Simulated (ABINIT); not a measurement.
# CuO (Pm-3m) in ABINIT: reference runs, part 2 of 2

ABINIT 10.8.3 (patched build). The steps go on from the part before.

## (3) Single point, PBE

File run.py:

```python
import json, os
import numpy as np
from ase.units import GPa
from ase.calculators.abinit import Abinit, AbinitProfile
from ase.io import read

atoms = read('POSCAR')

profile = AbinitProfile(command='mpirun --bind-to none -np 4 abinit', pp_paths=[os.path.abspath('pseudos')])
params = dict(
    pps='pawxml', xc='PBE',
    ecut=707.496,
    pawecutdg=1306.1465,
    pawxcdev=0,
    kptopt=1,
    ngkpt=[10, 10, 10],
    nshiftk=1,
    shiftk=[0.0, 0.0, 0.0],
    ixc=11,
    nband=17,
    occopt=3,
    tsmear=0.05,
    nstep=100,
    tolvrs=1e-09,
    prtwf=0,
    prtden=0,
)

atoms.calc = Abinit(profile=profile, directory='run', **params)
energy = atoms.get_potential_energy()
forces = atoms.get_forces()
stress = atoms.get_stress()
print(f'energy {energy:.6f} eV')
print('forces (eV/A)')
print(np.round(forces, 5))
print('stress (GPa, Voigt, tension positive)', np.round(stress / GPa, 4))
json.dump(dict(energy=energy, forces=forces.tolist(), stress=stress.tolist(), cell=atoms.cell.tolist(), frac=atoms.get_scaled_positions(wrap=False).tolist()), open('results.json', 'w'))
```

File POSCAR:

```
CuO
1.0
    2.5525506100      0.0000000000      0.0000000000
    0.0000000000      2.5525506100      0.0000000000
    0.0000000000      0.0000000000      2.5525506100
Cu O
1 1
Direct
    0.0000000000      0.0000000000      0.0000000000
    0.5000000000      0.5000000000      0.5000000000
```

Potentials or basis: JTH PAW PBE v2.0.

On the command line:

```console
$ python run.py
```

Standard output:

```text
energy -5823.988723 eV
forces (eV/A)
[[-0. -0. -0.]
 [-0. -0. -0.]]
stress (GPa, Voigt, tension positive) [-20.5271 -20.5271 -20.5271   0.       0.       0.    ]
```

abinit.in:

```text
ecut 707.496 eV
ixc 11
kptopt 1
natom 2
nband 17
ngkpt
10 10 10
nshiftk 1
nsppol 1
nstep 100
occopt 3
pawecutdg 1306.1465 eV
pawxcdev 0
prtden 0
prtwf 0
shiftk
0.0 0.0 0.0
tolvrs 1e-09
tsmear 0.05 eV
#Definition of the unit cell
acell
1.00000000000000 1.00000000000000 1.00000000000000 Angstrom
rprim
2.55255061000000 0.00000000000000 0.00000000000000
0.00000000000000 2.55255061000000 0.00000000000000
0.00000000000000 0.00000000000000 2.55255061000000
chkprim 0 # Allow non-primitive cells
#Definition of the atom types
ntypat 2
znucl 8 29
#Enumerate different atomic species
typat
 2 1
pseudos "./pseudos/O.GGA_PBE-JTH.xml,
./pseudos/Cu.GGA_PBE-JTH.xml"
#Definition of the atoms
xcart
0.00000000000000 0.00000000000000 0.00000000000000
2.41181078761899 2.41181078761899 2.41181078761899
chkexit 1 # abinit.exit file in the running directory terminates after the current SCF
```

abinit.abo:

```text
.Version 10.8.3 of ABINIT
 Symmetries : space group Pm -3 m (#221); Bravais cP (primitive cubic)
================================================================================
 Values of the parameters that define the memory need of the present run
     intxc =       0    ionmov =       0      iscf =      17    lmnmax =      18
     lnmax =       6     mgfft =      24  mpssoang =       3    mqgrid =    3001
     natom =       2  nloc_mem =       2    nspden =       1   nspinor =       1
    nsppol =       1      nsym =      48    n1xccc =       1    ntypat =       2
    occopt =       3   xclevel =       2
       mpw =         731          nfft =       13824          nkpt =          56
Pmy_natom=         1
 PAW method is used; the additional fine FFT grid is defined by:
   mgfftf=        32    nfftf =     32768
[... 267 lines left out ...]
================================================================================

 -outvars: echo values of variables after computation  --------
            acell      1.8897261259E+00  1.8897261259E+00  1.8897261259E+00 Bohr
           etotal     -2.1402763759E+02
            fcart     -0.0000000000E+00 -0.0000000000E+00 -0.0000000000E+00
                      -0.0000000000E+00 -0.0000000000E+00 -0.0000000000E+00
            rprim      2.5525506100E+00  0.0000000000E+00  0.0000000000E+00
                       0.0000000000E+00  2.5525506100E+00  0.0000000000E+00
                       0.0000000000E+00  0.0000000000E+00  2.5525506100E+00
           strten     -6.9770120301E-04 -6.9770120301E-04 -6.9770120301E-04
                       0.0000000000E+00  0.0000000000E+00  0.0000000000E+00
           xangst      0.0000000000E+00  0.0000000000E+00  0.0000000000E+00
                       1.2762753050E+00  1.2762753050E+00  1.2762753050E+00
             xred      0.0000000000E+00  0.0000000000E+00  0.0000000000E+00
                       5.0000000000E-01  5.0000000000E-01  5.0000000000E-01
 Calculation completed.
```

It took 13 s on 4 threads of Arm Neoverse V1, shared host; peak memory 0.36 GiB.

What came out:

```yaml
Free_energy: -5823.9887 eV
Pressure: 20.5 GPa
Band_gap_on_the_k_mesh: none (metal or under the smearing width)
Valence_electrons_inside_the_program's_atomic_spheres: Cu 17.29; O 4.46
```

Caveat: so large a pressure means that the cell lies far from this level's equilibrium, or that cutoff or potentials fall short; an odd number of electrons without spin polarisation forces a metal; a magnetic or distorted state may lie lower; the run has no spin polarisation, though such a crystal can be magnetic; semilocal functionals often make such compounds metallic where correlation or magnetic order opens a gap, which also shifts bond lengths.

## (4) Single point, PBE (atoms moved at random, drawn with an rms of 0.05 Å)

File run.abi:

```
# Pseudopotentials
pp_dirpath "./"
pseudos "Cu.GGA_PBE-JTH.xml, O.GGA_PBE-JTH.xml"

# Structure
acell 3*1.0
rprim
     4.8236215721     0.0000000000     0.0000000000
     0.0000000000     4.8236215721     0.0000000000
     0.0000000000     0.0000000000     4.8236215721
ntypat 2
znucl 29 8
natom 2
typat 1 2
xred
     0.0128940000     0.0027470000    -0.0036670000
     0.4837610000     0.5022690000     0.5003640000
chkprim 0
chksymtnons 0
tolsym 1.0e-6

# Plane-wave basis
ecut 26.0
pawecutdg 48.0
pawxcdev 0

# k points
kptopt 1
ngkpt 10 10 10
nshiftk 1
shiftk 0.0 0.0 0.0

# Exchange and correlation
ixc 11

# Bands and occupations
nband 17
occopt 3
tsmear 0.00183747

# SCF cycle
nstep 100
tolvrs 1.0e-9

# Output
iomode 3
prtwf 0
prtden 0
prteig 0
prtebands 0
```

Potentials or basis: JTH PAW PBE v2.0.

On the command line:

```console
$ mpirun --bind-to none -np 4 abinit run.abi > log 2>&1
```

run.abo:

```text
.Version 10.8.3 of ABINIT
 Symmetries : space group P1 (#  1); Bravais aP (primitive triclinic)
================================================================================
 Values of the parameters that define the memory need of the present run
     intxc =       0    ionmov =       0      iscf =      17    lmnmax =      18
     lnmax =       6     mgfft =      24  mpssoang =       3    mqgrid =    3001
     natom =       2  nloc_mem =       2    nspden =       1   nspinor =       1
    nsppol =       1      nsym =       1    n1xccc =       1    ntypat =       2
    occopt =       3   xclevel =       2
       mpw =         731          nfft =       13824          nkpt =         504
Pmy_natom=         1
 PAW method is used; the additional fine FFT grid is defined by:
   mgfftf=        32    nfftf =     32768
================================================================================
================================================================================

--------------------------------------------------------------------------------
------------- Echo of variables that govern the present computation ------------
--------------------------------------------------------------------------------
 -outvars: echo values of preprocessed input variables --------
            acell      1.0000000000E+00  1.0000000000E+00  1.0000000000E+00 Bohr
              amu      6.35460000E+01  1.59994000E+01
          chkprim           0
      chksymtnons           0
             ecut      2.60000000E+01 Hartree
                       outvar_i_n : Printing only first  50 k-points.
              ixc          11
                       outvar_i_n : Printing only first  50 k-points.
[... 223 lines left out ...]
'-kT*entropy'       : -8.33012991945940E-04
total_energy_dc     : -2.14027386767555E+02
total_energy_dc_eV  : -5.82398188854990E+03
...

--- !EnergyTermsWithPAWCore
iteration_state     : {dtset: 1, }
comment             : 'Components of total free energy, including PAW core contributions'
Total energy        : -1.73016268347348E+03
Total energy DC     : -1.73016268375524E+03
Total energy (eV)   : -4.70801250483797E+04
Total energy DC (eV): -4.70801250560468E+04
...

 Cartesian components of stress tensor (hartree/bohr^3)
  sigma(1 1)= -7.11377549E-04  sigma(3 2)=  4.03591625E-08
  sigma(2 2)= -7.17112006E-04  sigma(3 1)=  1.22764054E-06
  sigma(3 3)= -7.16962608E-04  sigma(2 1)= -6.96640484E-08

-Cartesian components of stress tensor (GPa)         [Pressure=  2.1040E+01 GPa]
- sigma(1 1)= -2.09294501E+01  sigma(3 2)=  1.18740756E-03
- sigma(2 2)= -2.10981636E+01  sigma(3 1)=  3.61184318E-02
- sigma(3 3)= -2.10937682E+01  sigma(2 1)= -2.04958707E-03

== END DATASET(S) ==============================================================
================================================================================

 -outvars: echo values of variables after computation  --------
            acell      1.0000000000E+00  1.0000000000E+00  1.0000000000E+00 Bohr
           etotal     -2.1402738677E+02
            fcart     -3.4926594233E-03 -7.9001321505E-06  4.8426902739E-04
                       3.4926594233E-03  7.9001321505E-06 -4.8426902739E-04
            rprim      4.8236215721E+00  0.0000000000E+00  0.0000000000E+00
                       0.0000000000E+00  4.8236215721E+00  0.0000000000E+00
                       0.0000000000E+00  0.0000000000E+00  4.8236215721E+00
           strten     -7.1137754920E-04 -7.1711200627E-04 -7.1696260808E-04
                       4.0359162499E-08  1.2276405438E-06 -6.9664048450E-08
           xangst      3.2912587543E-02  7.0118565208E-03 -9.3602030804E-03
                       1.2348244348E+00  1.2820670415E+00  1.2772044325E+00
             xred      1.2894000000E-02  2.7470000000E-03 -3.6670000000E-03
                       4.8376100000E-01  5.0226900000E-01  5.0036400000E-01
 Calculation completed.
```

It took 55 s on 4 MPI ranks of Arm Neoverse V1, shared host; peak memory 0.52 GiB.

Results:

```
Free energy                                           : -5823.9819 eV
Pressure                                              : 21.0 GPa
Largest force                                         : 0.181 eV/Å
Band gap on the k mesh                                : none (metal or under the smearing width)
Valence electrons inside the program's atomic spheres : Cu 17.29; O 4.48
```

Forces in eV/Å, atoms in the order of the input:
```
Cu  -0.180  0.000  0.025
O    0.180  0.000 -0.025
```

Caveat: an odd number of electrons without spin polarisation forces a metal; a magnetic or distorted state may lie lower; the run has no spin polarisation, though such a crystal can be magnetic; semilocal functionals often make such compounds metallic where correlation or magnetic order opens a gap, which also shifts bond lengths.
